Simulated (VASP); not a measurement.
V under changes of volume

One of the cells (12.936 Å³/atom); the others are scaled copies at fixed shape and fractional positions:

```
CELL_PARAMETERS angstrom
-1.47882 1.47882 1.47882
1.47882 -1.47882 1.47882
1.47882 1.47882 -1.47882
ATOMIC_POSITIONS crystal
V 0.00000 0.00000 0.00000
```

* Program: VASP 6.6.1
* Functional: PBE
* Dispersion: D3(BJ)
* Potentials or basis: VASP PAW PBE potentials, release 64 (V_sv)
* Cutoff: 520 eV
* k mesh: 10 × 10 × 10
* Occupations: fermi-dirac, width 0.05 eV
* Spin: collinear spin, ferromagnetic start
* Starting moments: [2.0] μB

```tsv
volume (Å³/atom)	energy over the lowest point (meV/atom)	pressure (GPa)
12.419	15.08	8.9
12.677	4.00	4.3
12.936	0.00	0.0
13.195	?	?
13.454	11.03	-7.2
```

**Question.** What does the run at 13.195 Å³/atom give?

**Answer.** Energy over the lowest point 2.52 meV/atom; pressure -3.8 GPa.

Worked out: A Birch-Murnaghan fit of order 2 (a polynomial in V^(-2/3)) to the other rows has its minimum at 12.96 Å³/atom with B0 = V·E''(V) = 200 GPa. It gives 2.57 meV/atom at 13.195 Å³/atom, against the run's 2.52, and -dE/dV = -3.5 GPa, against -3.8.

Energies are extrapolated to zero smearing.

Caveats: pairwise dispersion overbinds metals, which lowers pressure and volume.
